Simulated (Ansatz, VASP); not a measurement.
**Two plane-wave programs on CdS (Greenockite)**

```
Cd S
1.0
     4.15000    0.00000    0.00000
    -2.07500    3.59401    0.00000
     0.00000    0.00000    6.73700
Cd S
2 2
Cartesian
  2.0750 1.1980 3.3685
  0.0000 2.3960 0.0000
  2.0750 1.1980 5.8949
  0.0000 2.3960 2.5264
```

Alike in both runs: task relaxation of cell and atoms; functional RPBE; k mesh 7 × 7 × 4; occupations fermi-dirac, width 0.05 eV; no spin polarisation.

|  | VASP | Ansatz |
| --- | --- | --- |
| version | VASP 6.6.1 | Ansatz 0.2.0 |
| potentials or method | VASP PAW PBE potentials, release 64 (Cd, S) | Ansatz PAW |
| plane-wave cutoff (eV) | 600 | 420 |
| valence electrons in the cell | 36 | 52 |

VASP gave:

| Item | Value |
| --- | --- |
| gap on the k mesh at the Fermi level, each at its own relaxed structure (eV) | 1.18 |
| relaxed volume (Å³/atom) | 27.23 |
| relaxed cell length with the largest relative difference (Å) | 6.938 |
| energy change over the relaxation (meV/atom) | -28 |

Problem. Estimate Ansatz's values.

Solution. gap on the k mesh at the Fermi level, each at its own relaxed structure (eV): 1.20; relaxed volume (Å³/atom): 27.12; relaxed cell length with the largest relative difference (Å): 6.921; energy change over the relaxation (meV/atom): -25.

The two sets of potentials don't hold the same shells in valence.

Caveats: the PAW data sets were made with another functional, which shifts forces and pressure a little (VASP); odd divisions of the mesh miss points on the zone boundary, where band edges often lie, so the gap on the mesh can be too wide (Ansatz); the plane-wave basis is chosen anew once the cell has moved, so the energies of steps on either side of that aren't comparable (Ansatz); the PAW data sets come from PBE, with cores solved anew for the run's functional, which leaves a small shift of forces and pressure (Ansatz). Zero-point motion and thermal expansion aren't in these numbers. A hybrid or GW would open this gap; RPBE tends to underestimate it.
